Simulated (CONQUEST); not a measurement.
C under changes of volume

One of the cells (22.266 Å³/atom); the others are scaled copies at fixed shape and fractional positions:

```xyz
4
Lattice="2.4562 0.0000 0.0000 0.0000 4.2542 0.0000 0.0000 0.0000 8.5238" Properties=species:S:1:pos:R:3 pbc="T T T"
C     0.0000    1.4181    0.0000
C     1.2281    3.5452    0.0000
C     0.0000    2.8361    0.0000
C     1.2281    0.7090    0.0000
```

- Program: CONQUEST 1.3
- Functional: PBE
- Potentials or basis: PseudoDojo NC PBE, DZP, grid of 24 × 40 × 80 points
- k mesh: 11 × 6 × 3
- Occupations: fermi-dirac, width 0.05 eV
- Spin: no spin polarisation

| volume (Å³/atom) | energy over the lowest point (meV/atom) | gap on the mesh (eV) | largest force (eV/Å) |
| --- | --- | --- | --- |
| 20.930 | 72.47 | 0.94 | 0.035 |
| 21.376 | 43.16 | 0.93 | 0.036 |
| 21.821 | 21.91 | 0.91 | 0.040 |
| 22.266 | 8.08 | 0.89 | 0.039 |
| 22.712 | ? | ? | ? |
| 23.157 | 0.00 | 0.86 | 0.035 |
| 23.602 | 4.68 | 0.85 | 0.032 |

Question: What does the run at 22.712 Å³/atom give?

Answer: Energy over the lowest point 0.99 meV/atom; gap on the mesh 0.88 eV; largest force 0.037 eV/Å.

Worked out: A Birch-Murnaghan fit of order 3 (a polynomial in V^(-2/3)) to the other rows has its minimum at 23.01 Å³/atom with B0 = V·E''(V) = 108 GPa and B' = 3.6 at fixed shape and positions, which overstates the stiffness. It gives 0.94 meV/atom at 22.712 Å³/atom, against the run's 0.99. A straight line through the other rows of the gap, of slope -0.789 eV per unit of ln V, gives 0.88 eV, against the run's 0.88.

Energies are extrapolated to zero smearing.

Caveats: the basis of atomic orbitals isn't converged, which shifts pressures, moduli and gaps.

A mesh can miss the band edges.
